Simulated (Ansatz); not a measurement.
Consider Sb2Te3 in the Bi2Te3 type structure (space group R-3m, No. 166).

Space group R-3m, hexagonal axes (No. 166); a = 4.276 Å, b = 4.276 Å, c = 29.826 Å, α = 90.00°, β = 90.00°, γ = 120.00°

```tsv
atom	site	symmetry	x	y	z
Sb	6c	3m	0.0000	0.0000	0.3991
Te	3a	-3m	0.0000	0.0000	0.0000
Te	6c	3m	0.0000	0.0000	0.2102
```
(The calculation used a cell of 5 atoms; values per cell refer to that cell.)

Method: DFT with PBE-D3(BJ), PAW potentials and a 420 eV plane-wave cutoff in Ansatz (a quantum-chemistry and plane-wave program), no spin-orbit coupling, earlier PAW set.

Before the change:

- In-plane lattice parameter a: 8.081 bohr
- Shortest interatomic distance: 5.679 bohr

Modification: a free-standing slab of 1 layer (5 atoms, 5 a layer) is cut normal to the stacking axis, with 15 Å of vacuum and the in-plane cell relaxed.

Task: Estimate the effect on the in-plane lattice parameter a.

Result: The in-plane lattice parameter a drops by 0.065 bohr (8.081 bohr → 8.016 bohr).

Task: Predict the new excess energy per area of both faces.

Result: The excess energy per area of both faces (slab less bulk energy over the cell's area: twice a surface energy) amounts to 0.48 J/m² (uncertain by up to 0.05 J/m²).

Task: What does the calculation give for the shortest interatomic distance after the change?

Result: The shortest interatomic distance shrinks by 0.027 bohr, from 5.679 bohr to 5.652 bohr.

Task: What does the calculation give for the thickness between the outermost nuclei after the change?

Result: The thickness between the outermost nuclei comes out as 7.40 Å.

Slab and bulk use different k-meshes, which limits the precision of the excess energy. No phonon test of stability was made.
